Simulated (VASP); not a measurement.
# TiAl: intraband terms of a metal's spectrum

TiAl, P-6m2 (no. 187), 2 atoms in the cell. PBE, independent-particle dielectric function; PAW potentials Ti_sv, Al (PBE set).

## Input

INCAR.step1:
```
EDIFF = 1E-7
ENCUT = 320
ISMEAR = 1
KPAR = 4
LASPH = True
LCHARG = True
LMAXMIX = 4
LWAVE = False
PREC = Accurate
SIGMA = 0.1
```

INCAR.step2:
```
CSHIFT = 0.1
EDIFF = 1E-6
ENCUT = 320
ICHARG = 11
ISMEAR = 0
KPAR = 4
LASPH = True
LCHARG = False
LMAXMIX = 4
LWAVE = True
NBANDS = 26
NEDOS = 3000
OMEGAMAX = 30
PREC = Accurate
SIGMA = 0.3
```

INCAR.step3, as INCAR.step2 but for:
```
- LWAVE = True
+ ALGO = None
+ ISTART = 1
+ LOPTICS = True
+ LWAVE = False
+ NELM = 1
```

INCAR.step4, as INCAR.step3 but for:
```
+ WPLASMAI = 0.03
```

INCAR.step5 to INCAR.step6 change the same tag again: WPLASMAI = 0.1, 0.3.

INCAR.step7, as INCAR.step6 but for:
```
- WPLASMAI = 0.3
+ RTIME = 40
```

INCAR.step8, as INCAR.step7 but for:
```
- RTIME = 40
+ RTIME = 1
```

INCAR.step9, as INCAR.step8 but for:
```
- RTIME = 1
+ LNABLA = True
```

INCAR.step10, as INCAR.step9 but for:
```
- ISMEAR = 0
- LNABLA = True
+ ISMEAR = -5
```

KPOINTS.step1:
```
k-points
0
Gamma
  11 11 6
```

KPOINTS.step2:
```
k-points
0
Gamma
  16 16 9
```

POSCAR:
```
TiAl
1.0
    2.8672622327      0.0000000000      0.0000000000
   -1.4336311163      2.4831219328      0.0000000000
    0.0000000000      0.0000000000      4.6780830000
Ti Al
1 1
Direct
    0.0000000000      0.0000000000      0.0000000000
    0.3333333333      0.6666666667      0.5000000000
```

Commands (each step's output is kept before the next begins):
```
cat potpaw_PBE.64/Ti_sv/POTCAR potpaw_PBE.64/Al/POTCAR > POTCAR
cp INCAR.step1 INCAR
cp KPOINTS.step1 KPOINTS
mpirun -np 4 vasp_std > vasp.out
cp INCAR.step2 INCAR
cp KPOINTS.step2 KPOINTS
mpirun -np 4 vasp_std > vasp.out
cp INCAR.step3 INCAR
mpirun -np 4 vasp_std > vasp.out
cp INCAR.step4 INCAR
mpirun -np 4 vasp_std > vasp.out
cp INCAR.step5 INCAR
mpirun -np 4 vasp_std > vasp.out
cp INCAR.step6 INCAR
mpirun -np 4 vasp_std > vasp.out
cp INCAR.step7 INCAR
mpirun -np 4 vasp_std > vasp.out
cp INCAR.step8 INCAR
mpirun -np 4 vasp_std > vasp.out
cp INCAR.step9 INCAR
mpirun -np 4 vasp_std > vasp.out
cp INCAR.step10 INCAR
mpirun -np 4 vasp_std > vasp.out
```

## Result

- Bands: 26

One ground state, settings moved in the last step alone:

| Settings | Plasma frequency (eV) | Im ε at 0.5 eV | Im ε at 1 eV | Im ε at 2 eV | Im ε at 4 eV | Time (s) |
|---|---|---|---|---|---|---|
| interband part alone | 4.67 | 60.9 | 31.0 | 16.2 | 15.8 | 10 |
| Drude term, WPLASMAI 0.03 | 4.67 | 66.1 | 31.7 | 16.3 | 15.8 | 10 |
| Drude term, WPLASMAI 0.1 | 4.67 | 77.7 | 33.2 | 16.5 | 15.8 | 10 |
| Drude term, WPLASMAI 0.3 | 4.67 | 99.4 | 37.0 | 17.0 | 15.9 | 10 |
| relaxation time RTIME 40 fs | 4.67 | 63.8 | 31.4 | 16.3 | 15.8 | 10 |
| relaxation time RTIME 1 fs | 4.67 | 103.0 | 41.1 | 17.9 | 16.0 | 10 |
| transversal form (LNABLA) | 4.66 | 59.8 | 30.1 | 16.3 | 16.3 | 10 |
| tetrahedron method | – | – | – | – | – | no result |

VASP 6.6.1 took 92 s on 4 cores (Intel Xeon Platinum 8259CL @ 2.50GHz (Skylake/Cascade Lake)), a shared host.
